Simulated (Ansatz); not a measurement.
HgTe under changes of volume

One of the cells (28.929 Å³/atom); the others are scaled copies at fixed shape and fractional positions:

```
Hg Te
1.0
    -3.04560    3.04560    1.55941
     3.04560   -3.04560    1.55941
     3.04560    3.04560   -1.55941
Hg Te
1 1
Direct
  0.75000 0.25000 0.50000
  0.00000 0.00000 0.00000
```

Measurements of this composition are mostly on another form, of space group No. 216.

* Program: Ansatz 0.2.0
* Functional: LDA
* Potentials or basis: all-electron LAPW, scalar-relativistic
* Cutoff: 207 eV (chosen from the basis error)
* Basis error allowed: 0.001 eV/atom
* k mesh: 10 × 10 × 10
* Occupations: fermi-dirac, width 0.05 eV
* Spin: no spin polarisation

```csv
volume (Å³/atom),energy over the lowest point (meV/atom),pressure (GPa)
27.193,0.00,-2.4
27.772,10.40,-3.3
28.351,?,?
28.929,40.21,-4.9
29.508,58.85,-5.5
30.086,79.54,-6.0
30.665,101.97,-6.4
```

Problem. What does the run at 28.351 Å³/atom give?

Solution. Energy over the lowest point 23.94 meV/atom; pressure -4.2 GPa.

Worked out: A Birch-Murnaghan fit of order 3 (a polynomial in V^(-2/3)) to the other rows has no minimum within the range. It gives 23.95 meV/atom at 28.351 Å³/atom, against the run's 23.94, and -dE/dV = -4.1 GPa, against -4.2.

Energies are extrapolated to zero smearing.
